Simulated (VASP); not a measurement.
## BN: G0W0 quasiparticle levels with r2SCAN

BN:

```xyz
2
Lattice="2.5080 0.0000 0.0000 -1.2467 2.1762 0.0000 -0.6307 -1.0881 3.0225" Properties=species:S:1:pos:R:3 pbc="T T T"
N     0.6410   -0.3484    2.9772
B     1.2297    2.1384    0.0055
```

The cell comes from a database or a generator and needn't be the stable form of this composition.

```json
{
  "Program": "VASP 6.6.1",
  "Task": "G0W0 quasiparticle levels",
  "Functional": "r2SCAN",
  "Potentials or basis": "VASP PAW PBE potentials, release 64 (N_GW, B_GW)",
  "Cutoff": "450 eV",
  "k mesh": "7 × 7 × 5",
  "Occupations": "gaussian, width 0.01 eV",
  "Spin": "no spin polarisation",
  "Cutoff of the response function": "100",
  "Frequency points": "48",
  "Empty bands": "55",
  "GW scheme": "G0W0",
  "GW iterations": "1",
  "Further INCAR settings": "ALGO = EVGW0; EDIFF = 1e-08; NBANDS = 59"
}
```

* Band gap on the k mesh, mean-field level: 3.70 eV, indirect (least direct gap 5.50 eV)
* Quasiparticle gap: 4.59 eV
* Least direct quasiparticle gap: 6.57 eV

Levels at points of the mesh, in eV from the valence-band top:
```
           k point  band 1  band 2  band 3  band 4  band 5  band 6  band 7  band 8
(0.00, 0.00, 0.00)  -19.21   -3.79   -2.46   -0.74    6.08   11.02   13.14   14.28
```

Run time: 8.7 min on 1 thread of Intel(R) Xeon(R) 6975P-C (Granite Rapids) (shared host), peak memory 0.53 GiB.

Caveat: the k mesh is coarse (spacing up to 0.44 Å⁻¹), so the values aren't converged; bands, screening cutoff and mesh are small and nothing is extrapolated, so the quasiparticle values aren't converged; an odd mesh through Γ misses points on the zone boundary, where band edges often lie.
